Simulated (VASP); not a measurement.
InP, 2 atoms in the cell. The structure is cubic, space group F-43m (No. 216). Conventional cell: a = 5.828 Å, b = 5.828 Å, c = 5.828 Å, α = 90.00°, β = 90.00°, γ = 90.00°. In (site symmetry -43m) is surrounded by 4 P at 2.52 Å. P (site symmetry -43m) has 4 In at 2.52 Å as nearest neighbours. The cell was built by a generator and needn't be a form met in nature.

| Item | Value |
| --- | --- |
| Program | VASP 6.6.1 |
| Task | dielectric tensor |
| Functional | LDA |
| Potentials or basis | VASP PAW LDA potentials, release 64 (In_d, P) |
| Cutoff | 520 eV |
| k mesh | 12 × 12 × 12 |
| Occupations | gaussian, width 0.02 eV |
| Spin | no spin polarisation |
| Further INCAR settings | ALGO = Fast; EDIFF = 1e-08 |

Potentials or basis: VASP PAW LDA potentials, release 64 (In_d, P).

Command:

```sh
$ cat potpaw_LDA.64/In_d/POTCAR potpaw_LDA.64/P/POTCAR > POTCAR
$ mpirun -np 2 vasp_std > vasp.out
```

Hardware: 2 MPI ranks on Intel(R) Xeon(R) Platinum 8488C (Sapphire Rapids), on a shared host.

Task: How long does it take, and how much memory?

Result: Run time: 7.4 min on 2 MPI ranks on Intel(R) Xeon(R) Platinum 8488C (Sapphire Rapids), with other jobs on the host, peak memory 0.5 GiB a rank. Counts: scf iterations 198, k points 72.
